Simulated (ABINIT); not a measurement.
Runs of ABINIT 10.8.3 (patched build) on ZrS2. The structure is trigonal, space group P-3m1 (No. 164). The conventional cell has a = 3.691 Å, b = 3.691 Å, c = 6.041 Å, α = 90.00°, β = 90.00°, γ = 120.00°. Zr (site symmetry -3m) has 6 S at 2.57 Å as nearest neighbours. S (site symmetry 3m) is surrounded by 3 Zr at 2.57 Å. The cell is a database's computed one.

| potentials or basis | cutoff (eV) | fine-grid cutoff | gap on the mesh (eV) | pressure (GPa) | largest force (eV/Å) |
| --- | --- | --- | --- | --- | --- |
| PseudoDojo NC SR PBE v0.4.1 standard | 1088 | - | (a) | -0.5 | 0.08 |
| Ansatz PAW PBE default generated set, frozen core | 490 | 979.61 eV | 1.38 | -0.1 | 0.03 |
| SG15 NC PBE v1.2 | 980 | - | (b) | 0.0 | (c) |
| JTH PAW PBE v2.0 | 653 | 1251.72 eV | 1.38 | 0.0 | 0.05 |

Alike in all rows: task band structure; level r2SCAN; no spin polarisation; cell as given; k mesh 6 × 6 × 4; smearing fermi-dirac 0.05 eV.

Question: Estimate the missing entries.

Answer: (a) 1.37; (b) 1.41; (c) 0.02.

Caveats: the potentials were made for another functional, which shifts forces and pressure (some runs); the PAW data sets were made with another functional, which shifts forces and pressure a little (some runs); a meta-GGA on potentials with a model core is unreliable (some runs); the atomic spheres overlap (some runs).

A k mesh can miss the band edges, and the runs leave out spin-orbit coupling on Zr.
